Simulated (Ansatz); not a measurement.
Run this with the Ansatz DFT code, driven from Python and show what comes out.

Input file `rbbr.xyz`:
```text
2
Lattice="4.1260773 0.0 0.0 0.0 4.1260773 0.0 0.0 0.0 4.1260773" Properties=species:S:1:pos:R:3 pbc="T T T"
Rb    0.00000000    0.00000000    0.00000000
Br    2.06303865    2.06303865    2.06303865
```

The script, `rbbr.py`:
```python
# -*- coding: utf-8 -*-
'''DFPT phonons of RbBr.'''

from pathlib import Path
import warnings

import ansatz
import numpy as np


def main():
    warnings.simplefilter('ignore', ansatz.DeckWarning)

    crystal = ansatz.Crystal.from_extxyz('rbbr.xyz')

    setup = (
        crystal.calculation()
        .functional('lda')
        .pseudopotentials('paw')
        .basis(470)
        .occupations('fixed')
        .kpoints(4, 4, 4)
        .phonons('dfpt', dielectric=True, lo_to_directions=[(1, 0, 0)])
    )
    out = setup.run(runs_dir='runs')
    ph = out.phonons

    print('Gamma modes (1/cm):', ' '.join(f'{w:.1f}' for w in ph.gamma_omega_inv_cm))
    print('in meV:', ' '.join(f'{w * 0.1239842:.2f}' for w in ph.gamma_omega_inv_cm))
    field = out.phonons_dielectric
    print('eps_inf diagonal:', np.round(np.diag(field.eps_inf), 3))
    for site, z in zip(out.lattice.sites, field.zstar_e):
        print(f'Born charge {site.symbol:2s}', np.round(np.diag(z), 3) + 0.0)
    rows = (Path(out.output_folder) / 'results' / 'optical_modes.tsv').read_text().splitlines()
    for line in rows:
        if not line.startswith('#'):
            print('  '.join(f'{float(v):.3f}' for v in line.split()[:8]))


if __name__ == '__main__':
    main()
```

`python rbbr.py` gives:
```text
RunWarning: field response: ε∞ stands inside a basis, on 6×6×6 points; the force constants stand on the 4×4×4 k-mesh, whose period is 11.16 times the interband length at k = (0.0000, 0.0000, 0.0000), direct gap 3.829 eV, under 14: take them and everything [...]
Gamma modes (1/cm): 0.0 0.0 0.0 59.0 59.0 59.0
in meV: 0.00 0.00 0.00 7.32 7.32 7.32
eps_inf diagonal: [2.973 2.973 2.973]
Born charge Rb [1.239 1.239 1.239]
Born charge Br [-1.239 -1.239 -1.239]
0.000  0.000  0.000  59.034  3.000  2.571  0.037  -0.000
1.000  0.000  0.000  59.034  2.000  1.714  0.000  0.000
1.000  0.000  0.000  110.633  1.000  0.857  0.037  -0.000
```
(Warnings from the package without file and line, shortened.)

The cell isn't relaxed first, so the values belong to this volume. The mesh doesn't settle the field response to the digits printed. The structure comes from a database of computed cells and needn't be a stable or known phase. The structure is taken as given; imaginary modes can come from an unrelaxed or unstable start. The script silences the warnings on its input, which a real study should read. The whole script took 13 s on 1 thread of Arm Neoverse V1, on a shared host, peak memory 0.47 GiB.

(A comment or docstring line of the script was reworded after the run, the code is as it ran; lines on the test bed's own set-up are left out of the output.)
